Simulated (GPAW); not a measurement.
AgCl (Chlorargyrite):

```xyz
2
Lattice="0.0000 2.7350 2.7350 2.7350 0.0000 2.7350 2.7350 2.7350 0.0000" Properties=species:S:1:pos:R:3 pbc="T T T"
Ag    0.0000    0.0000    0.0000
Cl    2.7350    2.7350    2.7350
```

Base run:

| Property | Result |
| --- | --- |
| Program | GPAW 26.7.0 |
| Functional | PBEsol |
| Potentials or basis | PAW data sets generated in the run's folder for this functional |
| Cutoff | 600 eV |
| Basis | pw |
| k mesh | 8 × 8 × 8 |
| Occupations | fermi-dirac, width 0.05 eV |
| Spin | no spin polarisation |
| Hubbard terms | Ag d U = 4 eV |

Its results: band gap on the k mesh 1.55 eV, indirect (least direct gap 3.40 eV); pressure 0.2 GPa.

Problem. The run is repeated on the same cell with these changes: hubbard terms from Ag d U = 4 eV to none. What comes out?

Solution. Band gap on the k mesh 0.70 eV, indirect (least direct gap 3.17 eV); pressure -0.6 GPa.

The U term pushes filled and empty states of the shell apart.

Not every run made on this cell is shown here.
